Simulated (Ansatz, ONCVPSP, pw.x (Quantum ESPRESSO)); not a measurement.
**pw.x on fcc Zr: one setting changed**

Potential: optimised norm-conserving Vanderbilt (ONCV), ONCVPSP 4.0.1.1 (patched build), PBE; core [Ar] 3d10, reference 4s2 4p6 4d2; waves: 4s: rc 1.85 bohr, ncon 3, nbas 7, qcut 5.9 1/bohr, 3 projectors, debl 1.1 Ha; 4p: rc 1.75 bohr, ncon 3, nbas 7, qcut 6.3 1/bohr, 2 projectors, debl 2 Ha; 4d: rc 2.25 bohr, ncon 4, nbas 8, qcut 7 1/bohr, 2 projectors, debl 2.7 Ha; local part: polynomial inside 1.45 bohr (lpopt 5, dvloc0 0 Ha); core correction: Teter function, fcfact 2.5, rcfact 1.25. In the s channel the program set the typed energies aside and used -2.535, 0.250, 1.350 Ha.

The reference run (k-mesh 13³, cutoffs 50/200 Ry, Fermi–Dirac 0.01 Ry, mixing_beta 0.4, conv_thr 1e-9, no spin) gives 0.34 GPa at 23.229 Å³/atom, where all-electron LAPW gives 0.31 GPa. This run, with its own iteration cap, changes electron_maxstep to 2, a wrong or extreme entry chosen on purpose.

```
&control
  calculation='scf', prefix='x', pseudo_dir='./', outdir='./tmp', tstress=.true., disk_io='none'
/
&system
  ibrav=0, nat=1, ntyp=1, ecutwfc=50, ecutrho=200, nbnd=14,
  occupations='smearing', smearing='fd', degauss=0.01
/
&electrons
  conv_thr=1e-09, mixing_beta=0.4, electron_maxstep=2
/
ATOMIC_SPECIES
Zr 1.0 Zr.UPF
CELL_PARAMETERS angstrom
  0.00000000 2.26464521 2.26464521
  2.26464521 0.00000000 2.26464521
  2.26464521 2.26464521 0.00000000
ATOMIC_POSITIONS crystal
Zr 0.0000 0.0000 0.0000
K_POINTS automatic
13 13 13 0 0 0
```

```bash
pw.x < Zr.scf.in > Zr.scf.out
```

Problem. How does the run end?

Solution. It does not reach self-consistency within its iteration cap.

```
Message from routine setup:
     using ibrav=0 with symmetry is DISCOURAGED, use correct ibrav instead
     lattice parameter (alat)  =       6.0522  a.u.
     unit-cell volume          =     156.7571 (a.u.)^3
     number of electrons       =        12.00
     number of Kohn-Sham states=           14
     kinetic-energy cutoff     =      50.0000  Ry
     charge density cutoff     =     200.0000  Ry
     scf convergence threshold =      1.0E-09
     Exchange-correlation= PBE
     number of k points=    84  Fermi-Dirac smearing, width (Ry)=  0.0100
     iteration #  1     ecut=    50.00 Ry     beta= 0.40
     total energy              =     -97.08299859 Ry
     estimated scf accuracy    <       2.76442716 Ry
     iteration #  2     ecut=    50.00 Ry     beta= 0.40
     total energy              =     -97.07861656 Ry
     estimated scf accuracy    <       0.35377743 Ry
     convergence NOT achieved after   2 iterations: stopping
     Message from routine punch:
     Nothing written, as per user request (disk_io='none')
```

The run took about 3.3 s on one core of a shared host (AMD EPYC 9R45 96-Core Processor, 96 threads, 376 GiB, load 76).
